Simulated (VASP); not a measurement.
Crystal: In.

```
In
1.0
    -1.62547    1.62547    2.47370
     1.62547   -1.62547    2.47370
     1.62547    1.62547   -2.47370
In
1
Direct
  0.00000 0.00000 0.00000
```

```yaml
Program: VASP 6.6.1
Task: relaxation of cell and atoms
Functional: LDA
Potentials_or_basis: VASP PAW LDA potentials, release 64 (In_d)
Cutoff: 600 eV
k_mesh: 16 × 16 × 16
Occupations: methfessel-paxton, width 0.1 eV
Spin: no spin polarisation
```

At the start: pressure -2.6 GPa; volume 26.14 Å³/atom.

How do energy, volume and symmetry change on relaxing?

Over 10 steps the energy falls by 14.9 meV/atom and the volume is 24.62 Å³/atom (-5.8 %); space group I4/mmm (No. 139, to 0.05 Å).

Step by step:
```csv
step,energy change (eV),largest force (eV/Å),pressure (GPa),volume (Å³)
1,0.0000,0.0000,-2.60,26.14
2,-0.0130,0.0000,0.15,24.57
3,-0.0130,0.0000,-0.02,24.64
4,-0.0130,0.0000,0.04,24.61
5,-0.0131,0.0000,0.01,24.61
6,-0.0132,0.0000,0.03,24.61
7,-0.0139,0.0000,0.03,24.61
8,-0.0149,0.0000,0.04,24.62
9,-0.0149,0.0000,0.02,24.62
10,-0.0149,0.0000,0.01,24.62
```

Final structure:
```
In
1.0
    -1.57403    1.57403    2.48390
     1.57403   -1.57403    2.48390
     1.57403    1.57403   -2.48390
In
1
Direct
  0.00000 0.00000 0.00000
```
